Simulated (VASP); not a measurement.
# GaN (F-43m) in VASP: single point with PBE0

Aim: the single point of GaN with PBE0.

All numbers are computed with VASP 6.6.1; they aren't measurements. Logs are shortened: lines on timing, memory, paths and dates and some standing lists are left out, and cuts for length are marked.

**Measured values to compare with.**

From a printed reference work, textbook, for a bulk crystal of GaN at 0 K: band gap 3.299 eV (direct).

The runs below are set against these values where they give the same quantity.

## Step 1: The structure

Symmetry: F-43m, No. 216, cubic system. Conventional cell: a = 4.494 Å, b = 4.494 Å, c = 4.494 Å, α = 90.00°, β = 90.00°, γ = 90.00°. Ga (site symmetry -43m) is surrounded by 4 N at 1.95 Å. N (site symmetry -43m) has 4 Ga at 1.95 Å as nearest neighbours.

The cell is a database's computed one.

## Step 2: Single point, PBE0

The input, POSCAR:

```
GaN
1.0
    0.0000000000      2.2472400000      2.2472400000
    2.2472400000      0.0000000000      2.2472400000
    2.2472400000      2.2472400000      0.0000000000
Ga N
1 1
Direct
    0.0000000000      0.0000000000      0.0000000000
    0.2500000000      0.2500000000      0.2500000000
```

The input, INCAR.step1:

```
PREC = Accurate
ENCUT = 520
EDIFF = 1E-5
ISMEAR = 0
SIGMA = 0.02
LREAL = F
LASPH = T
NELM = 60
ALGO = Normal
ISIF = 2
LWAVE = T
LCHARG = F
GGA = PE
```

The input, INCAR.step2:

```
PREC = Accurate
ENCUT = 520
EDIFF = 1E-7
ISMEAR = 0
SIGMA = 0.02
LREAL = F
LASPH = T
NELM = 60
ALGO = Normal
ISIF = 2
LWAVE = F
LCHARG = F
GGA = PE
LHFCALC = T
AEXX = 0.25
PRECFOCK = Fast
HFRCUT = -1
ISTART = 1
```

The input, KPOINTS:

```
Automatic mesh
0
Gamma
  6 6 6
```

Potentials or basis: VASP PAW PBE potentials, release 64 (Ga_d, N).

Started as:

```bash
$ cat potpaw_PBE.64/Ga_d/POTCAR potpaw_PBE.64/N/POTCAR > POTCAR
$ cp INCAR.step1 INCAR
$ mpirun -np 1 vasp_std > vasp.out
$ cp INCAR.step2 INCAR
$ mpirun -np 1 vasp_std > vasp.out
```

OUTCAR:

```text
PREC = Accurate
   ENCUT = 520
   EDIFF = 1E-7
   ISMEAR = 0
   LREAL = F
   LASPH = T
   NELM = 60
   ISIF = 2
   GGA = PE
   LHFCALC = T
   AEXX = 0.25
   PRECFOCK = Fast
   ISTART = 1

 ion  position               nearest neighbor table
   1  0.000  0.000  0.000-   2 1.95   2 1.95   2 1.95   2 1.95
   2  0.250  0.250  0.250-   1 1.95   1 1.95   1 1.95   1 1.95

  LATTYP: Found a face centered cubic cell.
 ALAT       =     4.4944800000

  Lattice vectors:

 A1 = (   0.0000000000,   2.2472400000,   2.2472400000)
 A2 = (   2.2472400000,   0.0000000000,   2.2472400000)
 A3 = (   2.2472400000,   2.2472400000,   0.0000000000)

Analysis of symmetry for initial positions (statically):
=====================================================================
 Subroutine PRICEL returns:
 Original cell was already a primitive cell.

 Routine SETGRP: Setting up the symmetry group for a
 face centered cubic supercell.

 Subroutine GETGRP returns: Found 24 space group operations
 (whereof 24 operations were pure point group operations)
 out of a pool of 48 trial point group operations.

The static configuration has the point symmetry T_d .

Analysis of symmetry for dynamics (positions and initial velocities):
=====================================================================
 Subroutine PRICEL returns:
 Original cell was already a primitive cell.

 Routine SETGRP: Setting up the symmetry group for a
 face centered cubic supercell.

 Subroutine GETGRP returns: Found 24 space group operations
 (whereof 24 operations were pure point group operations)
 out of a pool of 48 trial point group operations.

The dynamic configuration has the point symmetry T_d .

 Subroutine INISYM returns: Found 24 space group operations
 (whereof 24 operations are pure point group operations),
 and found     1 'primitive' translations

----------------------------------------------------------------------------------------

                                     Primitive cell

  volume of cell :      22.6975

  direct lattice vectors                    reciprocal lattice vectors
     0.000000000  2.247240000  2.247240000    -0.222495150  0.222495150  0.222495150
     2.247240000  0.000000000  2.247240000     0.222495150 -0.222495150  0.222495150
     2.247240000  2.247240000  0.000000000     0.222495150  0.222495150 -0.222495150

  length of vectors
[... 90 lines left out ...]
   IALGO  =     38    algorithm
   IMIX   =      1    mixing-type and parameters
     AMIX     =   0.40;   BMIX     =  1.00
     AMIX_MAG =   1.60;   BMIX_MAG =  1.00
  volume/ion in A,a.u.               =      11.35        76.59
  Fermi-wavevector in a.u.,A,eV,Ry     =   1.515326  2.863552 31.241893  2.296214
  Thomas-Fermi vector in A             =   2.624865
   LORBIT       =      0    0 simple, 1 ext, 2 COOP (PROOUT), +10 PAW based schemes
   GGA     = PE    functional components
   LHFCALC =     T    Hartree Fock is set to
   PRECFOCK=fast      Normal, Fast or Accurate (Low or Medium for compatibility)
   ENCUT4O =  -1.0   cutoff for four orbital integrals eV
   NKREDX  =     1    reduce k-point grid by
   NKREDY  =     1    reduce k-point grid by
   NKREDZ  =     1    reduce k-point grid by
   AEXX    =    0.2500 exact exchange contribution
   HFSCREEN=    0.0000 screening length (either q_TF or 0.3 A-1)
   HFSCREENC=   0.0000 screening length for correlation (either q_TF or 0.3 A-1)
   ENCUTFOCK=  -1.0 apply spherical cutoff to Coloumb kernel
   IVDW    =     0    specifies the selected vdW correction
   LEPSILON=     F    determine dielectric tensor
   LRPA    =     F    only Hartree local field effects (RPA)
 non-spin polarized calculation
 Gauss-broadening in eV      SIGMA  =   0.02
  energy-cutoff  :      520.00
  volume of cell :       22.70
 maximum number of plane-waves:       624
  NGX = 14; NGY = 14; NGZ = 14

 number of electron      18.0000010 magnetization

 Free energy of the ion-electron system (eV)
  ---------------------------------------------------
  ext. energy  EPLUGINS =         0.00000000
  ---------------------------------------------------
  free energy    TOTEN  =       -15.65113533 eV

  energy without entropy =      -15.65113533  energy(sigma->0) =      -15.65113533

 E-fermi :   4.3632     XC(G=0):  -9.1957

 val. band max:        4.1741706598   @ k =   0.0000   0.0000   0.0000
 cond. band min:       7.9183788684   @ k =   0.0000   0.0000   0.0000
 fundamental gap:      3.7442082086
 Fermi energy:         4.3632458433

 k-point     1 :       0.0000    0.0000    0.0000
  band No.  band energies     occupation
      1     -13.3888      2.00000
      2     -11.4350      2.00000
      3     -11.4350      2.00000
      4     -11.4350      2.00000
      5     -11.1102      2.00000
      6     -11.1102      2.00000
      7       4.1742      2.00000
      8       4.1742      2.00000
      9       4.1742      2.00000
     10       7.9184      0.00000
     11      16.9048      0.00000
     12      16.9048      0.00000
     13      16.9048      0.00000
[... 226 lines left out ...]
  band No.  band energies     occupation
      1     -12.6289      2.00000
      2     -11.2870      2.00000
      3     -11.2398      2.00000
      4     -11.1320      2.00000
      5     -11.0744      2.00000
      6      -8.7135      2.00000
      7      -2.1184      2.00000
      8       0.3965      2.00000
      9       0.4594      2.00000
     10      11.4612      0.00000
     11      14.6525      0.00000
     12      17.9771      0.00000
     13      18.1439      0.00000

------------------------ aborting loop because EDIFF is reached ----------------------------------------

  FORCE on cell =-STRESS in cart. coord.  units (eV):
  Direction    XX          YY          ZZ          XY          YZ          ZX
  --------------------------------------------------------------------------------------
  -------------------------------------------------------------------------------------
  Total        0.0317831      0.0317831      0.0317831      0.0000000      0.0000000     -0.0000000
  in kB        2.2435148      2.2435148      2.2435148      0.0000000      0.0000000     -0.0000000
  external PRESSURE =       2.2435148 kB  Pullay stress =       0.0000000 kB

 VOLUME and BASIS-vectors are now :
 -----------------------------------------------------------------------------
  energy-cutoff  :      520.00
  volume of cell :       22.70
      direct lattice vectors                 reciprocal lattice vectors
     0.000000000  2.247240000  2.247240000    -0.222495150  0.222495150  0.222495150
     2.247240000  0.000000000  2.247240000     0.222495150 -0.222495150  0.222495150
     2.247240000  2.247240000  0.000000000     0.222495150  0.222495150 -0.222495150

 POSITION                                       TOTAL-FORCE (eV/Angst)
 -----------------------------------------------------------------------------------
      0.00000      0.00000      0.00000         0.000000      0.000000      0.000000
      1.12362      1.12362      1.12362        -0.000000     -0.000000     -0.000000
 -----------------------------------------------------------------------------------
    total drift:                                0.000016     -0.000004      0.000005

  FREE ENERGIE OF THE ION-ELECTRON SYSTEM (eV)
  ---------------------------------------------------
  free  energy   TOTEN  =       -15.6511353262 eV

  energy  without entropy=      -15.6511353262  energy(sigma->0) =      -15.65113533
```

Wall time 7.3 min (1 thread of Intel Xeon Platinum 8488C (Sapphire Rapids), shared host); peak memory 0.14 GiB.

What came out:

```yaml
Free_energy: -15.6511 eV
Pressure: 0.2 GPa
Band_gap_on_the_k_mesh: 3.74 eV, direct
```

Caveat: the PAW data sets were made with another functional, which shifts forces and pressure a little.

## Step 3: Against experiment

Step 2. Against the measured gap of GaN, 3.299 eV (direct; 0 K; a printed reference work, textbook), the calculated 3.74 eV is off by +0.45 eV. Spin-orbit coupling on Ga is left out. The value is that of PBE0, without temperature or zero-point motion. The cell is a database's relaxed one, not the measured one, which moves gaps too.
